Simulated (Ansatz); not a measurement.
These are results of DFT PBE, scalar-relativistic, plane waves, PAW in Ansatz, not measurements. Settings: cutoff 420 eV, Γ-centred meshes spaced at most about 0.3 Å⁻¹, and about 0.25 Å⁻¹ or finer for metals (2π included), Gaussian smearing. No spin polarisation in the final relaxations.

Temperature and zero-point effects are left out.

Two relaxed structures of Ge:

A. Space group I4_1/amd (No. 141), tetragonal, a = 5.202 Å, c = 2.853 Å. Ge has 6 Ge at 2.70–2.85 Å.

B. Space group Pm-3m (No. 221), cubic, a = 2.711 Å. Ge has 6 Ge at 2.71 Å.

Question: Which is lower in energy, and by how much?

Answer: A is lower, by 15 meV/atom. A has the beta-tin type, space group I4_1/amd (No. 141), 19.3 Å³/atom and no gap on its mesh; B has the simple cubic type, space group Pm-3m (No. 221), 19.9 Å³/atom and no gap. Counting all near atoms (those within 1.25 times the shortest such distance or 1.15 times the sum of covalent radii; a plus sign parts nearer from farther groups), A has Ge 6+4 and B has Ge 6. The denser one is the lower, and pressure would at first widen the difference. Both come from invented guesses. The part of the Crystallography Open Database at hand lists Ge in space groups No. 64, 96, 227; no cell shown has one of them.

Cells relaxed within their symmetry can be saddle points.

The beta-tin form is favoured over simple cubic germanium by only 15 meV/atom, a narrow preference between two metallic structures. The shortest contacts are almost the same, 2.70 and 2.71 Å, so the smaller volume of the beta-tin form doesn't come from shorter bonds. It reflects a different arrangement, in which four further neighbours move close while two of the six nearest contacts lengthen to 2.85 Å.

With four valence electrons, germanium can't fill six ordinary two-electron bonds per atom, so bonding in both structures is delocalised and electron-deficient, in keeping with the missing gap. The beta-tin network, a strongly flattened descendant of the diamond one, probably keeps more of the favourable s–p mixing than the simple cubic lattice with its right-angled contacts, which suggests why it lies lower.

The order fits the known appearance of beta-tin germanium under compression. It doesn't make this form the ground state at ambient pressure, which is the fourfold-coordinated, semiconducting diamond structure.
